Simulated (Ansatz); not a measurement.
# GaAs: computed properties

The calculation used DFT PBE, scalar-relativistic, plane waves, PAW in Ansatz.

Plane waves to 420 eV, a k mesh through Γ of 6×6×10 on the computed 8-atom cell and Gaussian smearing (0.01 eV); no spin polarisation.

The structure is relaxed at this level of theory with its symmetry kept, and needn't be the ground state of this composition.

```
Ga As
1.0
     7.02477    0.00000    0.00000
     0.00000    7.02477    0.00000
     0.00000    0.00000    4.06143
Ga As
4 4
Direct
  0.67599 0.67599 0.00000
  0.82401 0.17599 0.50000
  0.32401 0.32401 0.00000
  0.17599 0.82401 0.50000
  0.81822 0.81822 0.50000
  0.68178 0.31822 0.00000
  0.18178 0.18178 0.50000
  0.31822 0.68178 0.00000
```

| Item | Value |
| --- | --- |
| Space group | P4_2/mnm (No. 136) |
| Volume per atom | 169.1 bohr³ |
| Formation energy from the elements' standard states (uncorrected) | -0.282 eV/atom |
| Kohn–Sham band gap | 0.21 eV |
| Orbital (Löwdin) character of the top 1 eV of the valence band | As 4p 76 %, Ga 4p 21 % |
| Orbital (Löwdin) character of the lowest 1 eV of the conduction band | Ga 4s 29 %, Ga 4p 28 %, As 4p 21 %, As 4s 17 %, unprojected 5 % |
| Bader charge by site (e) | Ga (4 in the cell) 0.68, As (4 in the cell) -0.68 |

The cell was found from a structure generator's guess, not taken from experiment. Kohn–Sham gaps at this level usually fall short of measured ones. Löwdin shares on free-atom orbitals overweight diffuse shells in the empty bands.
